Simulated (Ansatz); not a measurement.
Si$_{2}$W under strain

The calculation used Ansatz, DFT r2SCAN, scalar-relativistic, plane waves, PAW. Settings: 500 eV cutoff, 12×12×6 k-mesh, Gaussian smearing of 0.10 eV, no spin polarisation.

Starting point, cell and atoms relaxed:

```xyz
6
Lattice="3.2113 0.0000 0.0000 0.0000 3.2113 0.0000 0.0000 0.0000 7.8046" Properties=species:S:1:pos:R:3 pbc="T T T"
Si    0.0000    0.0000    2.6132
Si    1.6056    1.6056    1.2891
Si    1.6056    1.6056    6.5155
Si    0.0000    0.0000    5.1914
W     0.0000    0.0000    0.0000
W     1.6056    1.6056    3.9023
```

Deformation: uniaxial strain along a, with the lengths of b and c and the atoms relaxed and the angles held, all within the symmetry that the strain leaves. Energies are extrapolated to zero smearing. Stress is positive in compression, on the Cartesian axes of the cell above.

Spin–orbit coupling is left out, which can shift energies with elements as heavy as these.

Strains computed: -4.5, -3.0, -1.5, +1.5, +3.0, +4.5 %.

(1) At which strain does the energy stand 3.7 meV/atom over the relaxed crystal with σxx = 6.15, σyy = 0.00, σzz = -0.01 GPa?

Results:

(1) -1.5 %.